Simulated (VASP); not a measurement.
ZnO: relaxation of cell and atoms with PBE

The system is ZnO.

```xyz
4
Lattice="3.2493 0.0000 0.0000 -1.6247 2.8140 0.0000 0.0000 0.0000 5.2057" Properties=species:S:1:pos:R:3 pbc="T T T"
Zn    0.0000    1.8760    2.6029
Zn    1.6247    0.9380    0.0000
O     1.6247    0.9380    1.9730
O     0.0000    1.8760    4.5759
```

| Property | Result |
| --- | --- |
| Program | VASP 6.6.1 |
| Task | relaxation of cell and atoms |
| Functional | PBE |
| Potentials or basis | VASP PAW PBE potentials, release 64 (Zn, O) |
| Cutoff | 520 eV |
| k mesh | 12 × 12 × 6 |
| Occupations | gaussian, width 0.02 eV |
| Spin | no spin polarisation |
| Further INCAR settings | ALGO = Fast; EDIFF = 1e-07; IBRION = 2; EDIFFG = -0.002; NSW = 80; ISIF = 3 |

| Item | Value |
| --- | --- |
| Relaxed volume | 12.41 Å³/atom |
| Relaxed cell | a = 3.287 Å, b = 3.287 Å, c = 5.304 Å, α = 90.00°, β = 90.00°, γ = 120.00° |
| Space group after relaxing (to 0.05 Å) | P6_3mc (No. 186) |
| Energy gained by relaxing | 9.4 meV/atom |
| Ionic steps | 14 |
| Pressure after relaxing | 0.0 GPa |
| Band gap on the k mesh | 0.72 eV, direct |

Step by step:
| step | energy change (eV) | largest force (eV/Å) | pressure (GPa) | volume (Å³) |
| --- | --- | --- | --- | --- |
| 1 | 0.0000 | 0.0740 | 5.92 | 47.60 |
| 2 | -0.0285 | 0.0277 | -2.67 | 50.69 |
| 3 | -0.0376 | 0.0017 | -0.01 | 49.64 |
| 4 | -0.0375 | 0.0029 | -0.18 | 49.68 |
| 5 | -0.0376 | 0.0100 | 0.11 | 49.58 |
| 6 | -0.0376 | 0.0084 | 0.06 | 49.60 |
| 7 | -0.0376 | 0.0093 | 0.00 | 49.62 |
| 8 | -0.0377 | 0.0103 | -0.02 | 49.63 |
| 9 | -0.0377 | 0.0122 | -0.04 | 49.64 |
| 10 | -0.0377 | 0.0116 | 0.00 | 49.64 |
| 11 | -0.0377 | 0.0012 | -0.06 | 49.65 |
| 12 | -0.0377 | 0.0011 | -0.05 | 49.65 |
| 13 | -0.0377 | 0.0015 | 0.03 | 49.62 |
| 14 | -0.0377 | 0.0006 | -0.01 | 49.63 |

Final structure:
```
Zn O
1.0
     3.28680    0.00000    0.00000
    -1.64340    2.84645    0.00000
     0.00000    0.00000    5.30436
Zn O
2 2
Direct
  0.33333 0.66667 0.49997
  0.66667 0.33333 0.99997
  0.66667 0.33333 0.37904
  0.33333 0.66667 0.87904
```

Levels at points of the mesh, in eV from the valence-band top:
| k point | band 16 | band 17 | band 18 | band 19 | band 20 | band 21 |
| --- | --- | --- | --- | --- | --- | --- |
| (0.00, 0.00, 0.00) | -0.08 | 0.00 | 0.00 | 0.72 | 5.07 | 8.05 |
| (0.50, 0.00, 0.00) | -2.12 | -1.22 | -0.79 | 5.60 | 6.81 | 7.52 |
| (0.00, 0.00, 0.50) | -0.37 | -0.37 | -0.37 | 3.35 | 3.35 | 9.89 |
| (0.50, 0.00, 0.50) | -1.42 | -1.31 | -1.31 | 5.63 | 5.63 | 8.19 |

Wall time 97 s on 4 MPI ranks on Intel(R) Xeon(R) Platinum 8488C (Sapphire Rapids), on a shared host, peak memory 0.21 GiB a rank.

PBE gaps usually lie below the measured ones, often by a third to a half. Zero-point motion and thermal expansion aren't in these numbers.
